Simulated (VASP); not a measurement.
**InP: single point with PBEsol**

**Experimental background.**

From a printed reference work, data compilation, for a bulk crystal of InP at 1.6 K: band gap 1.4236 eV (direct).

Crystal: InP.

```xyz
2
Lattice="0.0000 2.9391 2.9391 2.9391 0.0000 2.9391 2.9391 2.9391 0.0000" Properties=species:S:1:pos:R:3 pbc="T T T"
In    0.0000    0.0000    0.0000
P     1.4695    1.4695    1.4695
```

- Program: VASP 6.6.1
- Task: single point
- Functional: PBEsol
- Potentials or basis: VASP PAW PBE potentials, release 64 (In_d, P)
- Cutoff: 520 eV
- k mesh: 10 × 10 × 10
- Occupations: gaussian, width 0.02 eV
- Spin: no spin polarisation

```yaml
Pressure: 0.0 GPa
Band_gap_on_the_k_mesh: 0.57 eV, direct
```

Levels at points of the mesh, in eV from the valence-band top:
```tsv
k point	band 7	band 8	band 9	band 10	band 11	band 12
(0.00, 0.00, 0.00)	0.00	0.00	0.00	0.57	4.02	4.02
(0.50, 0.00, 0.00)	-5.75	-0.97	-0.97	1.38	4.74	4.74
(0.50, 0.50, 0.00)	-5.78	-2.32	-2.32	1.65	2.17	9.04
```

Wall time 25 s on 1 thread of Intel(R) Xeon(R) Platinum 8488C (Sapphire Rapids) (shared host), peak memory 0.19 GiB.

Against the measured gap of InP, 1.4236 eV (direct; 1.6 K; a printed reference work, data compilation), the calculated 0.57 eV is off by -0.86 eV. Spin-orbit coupling on In is left out. The value is that of PBEsol, without temperature or zero-point motion. Semilocal functionals fall short of measured gaps as a rule.

Caveat: the PAW data sets were made with another functional, which shifts forces and pressure a little; spin-orbit coupling is left out, which moves the levels of the heavy elements.
